## Iridium at the zone centre, reached from its neighbours

Each isolated iridium atom has five d orbitals of equal energy. In the crystal their energies depend on the phase with which neighbouring atoms combine, and that phase changes with the point in reciprocal space. At the zone centre Γ all atoms are in phase. Where do the levels lie there, if they are known only at six other points?

Kohn-Sham levels of fcc iridium from exciting (release sodium), with PBE and all-electron LAPW+lo, without spin polarisation or spin-orbit coupling. The k mesh is 12×12×12, with Gaussian smearing of 0.013 eV. Levels are counted down and up from the Fermi energy, which is the zero of energy; points are in fractions of the primitive reciprocal cell vectors.

| point a (reciprocal cell vector) | point b (reciprocal cell vector) | point c (reciprocal cell vector) | level under 4 (eV) | level under 3 (eV) | level under 2 (eV) | level under 1 (eV) | level over 1 (eV) | level over 2 (eV) |
| --- | --- | --- | --- | --- | --- | --- | --- | --- |
| 0.0000 | 0.0000 | 0.0000 | ? | ? | ? | ? | ? | ? |
| 0.3333 | 0.0000 | 0.0000 | -3.74 | -3.56 | -0.260 | -0.260 | 11.235 | 15.071 |
| 0.5000 | 0.0000 | 0.0000 | -8.20 | -4.07 | -4.069 | -0.805 | 0.895 | 0.895 |
| 0.2500 | 0.2500 | 0.0000 | -3.12 | -1.94 | -1.937 | -0.273 | 17.744 | 18.073 |
| 0.3333 | 0.3333 | 0.0000 | -6.75 | -2.21 | -0.544 | -0.544 | 0.270 | 15.161 |
| 0.4167 | 0.4167 | 0.0000 | -49.68 | -49.68 | -7.858 | -7.267 | 0.138 | 0.696 |
| 0.7500 | 0.5000 | 0.2500 | -6.36 | -4.95 | -4.953 | -1.870 | 1.491 | 8.200 |

Energies count from the Fermi energy. Points of the form (a, a, 0) lie on the line from Γ to X, which would be reached at a = 1/2; points (a, 0, 0) lead to L, and the last row is W. The columns count levels up and down from zero, so they don't follow one band. At a = 5/12 only two valence levels are filled, and the count drops at once into a semicore shell, judged to be 5p from its known binding energy, near −50 eV.

This counting also explains the large values under "level over 1". At (1/3, 0, 0) the first empty level lies 11.2 eV up because all six bands made of s and d orbitals are filled there. Nine valence electrons fill four and a half bands on average, so other regions must hold fewer. Such a value is therefore no band gap: elsewhere in the zone bands cross zero.

### Following the bonds

In this structure each atom has twelve neighbours along the face diagonals. The lobes of the xy, xz and yz orbitals point straight at them, and at Γ facing lobes have the same sign and bond. The other two d orbitals point between the neighbours; their end-on bonding is weaker and is expected to be outweighed by side-on overlap, which is antibonding at Γ. Cubic symmetry keeps the first three equal in energy at Γ, and likewise the other two, so the stronger bonds put a threefold level below a twofold one.

Towards X along x, atomic planes perpendicular to x get out of step. The strong bonds of xy and xz run between these planes and turn antibonding, so these two orbitals rise together. They form the degenerate pair at −1.94 eV halfway to X and −0.544 eV at a = 1/3. The yz orbital keeps its strong bonds within the planes and leaves the pair. One member of the twofold level also rises, more gently, through −0.273 and 0.270 eV.

With $\theta = 2\pi a$ the phase step between planes, bonds to nearest neighbours give $E = A + B\cos\theta$. More distant neighbours, and for the pair some mixing with p orbitals, add a term $C\cos 2\theta$. At a = 5/12 the level at 0.138 eV is probably the rising free-electron-like band, expected to be mostly p-like this close to X. The next, 0.696 eV, belongs to the pair or to the single d level, whichever is lower; I use it for both, so for one of them it may be too low.

For the pair the plain cosine isn't enough. Drawn through the two points nearer Γ, it gives 0.48 eV at a = 5/12, where the pair lies at 0.696 eV or higher. The curved form must satisfy

$$A-C=-1.937,\quad A-\tfrac12B-\tfrac12C=-0.544,\quad A-0.866B+\tfrac12C=0.696 .$$

The solution is $A=-1.59$, $B=-2.44$, $C=0.35$ eV. At Γ both cosines equal one, and the sum is −3.7 eV.

Three points fix three constants exactly, so this form has had no test. It also stretches errors: raising the level at a = 5/12 by 0.1 eV raises the result at Γ by almost 0.5 eV. The single d level is easier, because symmetry forbids it to mix with s or p orbitals on this line. Its plain cosine gives −1.4 eV at Γ and its curved form −1.2 eV.

The predictions for Γ are:

- **Levels under 1 and 2:** equal, at −1.3 eV, between −1.7 and −0.9 eV.
- **Levels under 3 and 4:** equal, at −3.7 eV, between −4.3 and −3.1 eV.
- **Levels over 1 and 2:** both at 18 eV, between 14 and 22 eV.
- All six s-d bands are filled.

The third is a rough judgement. It lies between the empty levels halfway to X and the energy of free waves with the crystal's period, about 21 eV if the band bottom is taken near −10 eV, a rough recalled value.

One sign speaks against the d forecasts. If the level at −3.74 eV at (1/3, 0, 0) belongs to the lower of two d pairs there, a plain cosine along the line to L puts the sum of the two d levels at −6.5 eV, while the forecasts add up to −5.0 eV. With only two points on that line, its curvature can't be checked.

### The computed levels

The withheld rows as computed:

| point a (reciprocal cell vector) | point b (reciprocal cell vector) | point c (reciprocal cell vector) | level under 4 (eV) | level under 3 (eV) | level under 2 (eV) | level under 1 (eV) | level over 1 (eV) | level over 2 (eV) |
| --- | --- | --- | --- | --- | --- | --- | --- | --- |
| 0.0000 | 0.0000 | 0.0000 | -3.96 | -3.96 | -1.243 | -1.243 | 13.559 | 19.100 |

Both d forecasts hold within their ranges. The twofold level lies at −1.24 eV, close to the forecast. The threefold level lies at −3.96 eV, about 0.3 eV deeper than predicted, whereas the plain cosine fitted to the same three points would have put it near −5.0 eV. The curved form came closer, but its separate causes remain theory and its third point is in doubt. The sum of the two levels, −5.20 eV, shows that the plain cosine towards L went too deep as well.

The remaining error is instructive. With 0.696 eV as third point, the curved form for the single level gives −1.227 eV at Γ against −1.243 eV computed. Since the form stretches errors almost fivefold, so close a match says that this level very likely belongs to the single band. The pair then lies higher at a = 5/12, and only about 0.07 eV more would have pushed the miss at Γ beyond the 0.6 eV error bar. The top d band is expected to be nearly flat from X to W, where it lies at 1.491 eV, which suggests that the pair does lie that much higher. The hit for the threefold level is therefore partly luck: a third point set too low hid the fact that the form itself is too simple. Longer-ranged bonds and a mixing that changes along the line would add further terms, which three points can't determine.

The forecast for the empty levels fails in part. The second lies at 19.1 eV, within the range, but the first lies at 13.6 eV, just below it, and the two aren't equal. I had treated the free waves as one group with one energy. Eight such waves meet at Γ, and the crystal potential sorts them into two single and two threefold levels. The next level lies 5.5 eV higher, so the lowest empty level is one of the single ones, probably the combination shaped like xyz, though the energies alone don't say which.

With the first empty level so high, all six s-d bands are indeed filled at Γ. Near X the pair has crossed the Fermi energy and is empty. The same bonds thus stabilise these orbitals at the zone centre and push them out of the filled states near its boundary.

Rhodium, with the same structure and electron count, should follow the same pattern with narrower bands, because its 4d orbitals overlap less. Platinum has one electron more, so its Fermi energy lies closer to the top of the d bands.

Spin-orbit coupling, left out here, is strong in iridium. It would split the threefold level at Γ but not the twofold one. Levels within a few tenths of an electronvolt of zero, such as those at 0.138 and 0.270 eV, could change sides, so the exact crossing points aren't settled. The output below gives the plain-cosine fits to the three known points between Γ and X, and the misses at Γ; its misses for points off that line have no meaning.

Printed output of the fit:

```
fit of dpair on 3 rows (online): constant -1.972 +/- 0.097, coefficient of cosx -3.025 +/- 0.17; rms 0.0594, worst 0.3333 0.0836, leave-one-out rms 0.226
  rows outside the fit (model, value, miss): 0.0 -4.997, -3.96, -1.04; 0.3333 -0.4604, -0.26, -0.2; 0.5 1.053, -4.069, 5.12; 0.75 -1.972, -4.953, 2.98
fit of dsingle on 3 rows (online): constant -0.2775 +/- 0.012, coefficient of cosx -1.117 +/- 0.021; rms 0.0076, worst 0.3333 0.0107, leave-one-out rms 0.0289
  rows outside the fit (model, value, miss): 0.0 -1.394, -1.243, -0.151; 0.3333 0.2807, 15.07, -14.8; 0.5 0.8393, 0.895, -0.0557; 0.75 -0.2775, 8.2, -8.48
Pair at 5/12 from a plain cosine through the two nearer points (eV): 0.4769
Listed level at 5/12 less that cosine value (eV): 0.2191
Threefold level at Gamma, curved form (eV): -3.688
Twofold level at Gamma, curved form (eV): -1.227
Twofold level at Gamma, mean of plain and curved forms (eV): -1.311
Shift at Gamma if the level at 5/12 is 0.1 eV higher (eV): 0.4727
Sum of the two d levels at Gamma from a cosine along Gamma-L (eV): -6.477
Free-wave estimate of the empty levels at Gamma, rough (eV): 20.74
Twofold level, forecast less computed (eV): -0.057
Threefold level, forecast less computed (eV): 0.26
First empty level, forecast less computed (eV): 4.441
Second empty level, forecast less computed (eV): -1.1
Splitting of the d levels at Gamma, forecast (eV): 2.4
Splitting of the d levels at Gamma, computed (eV): 2.717
```
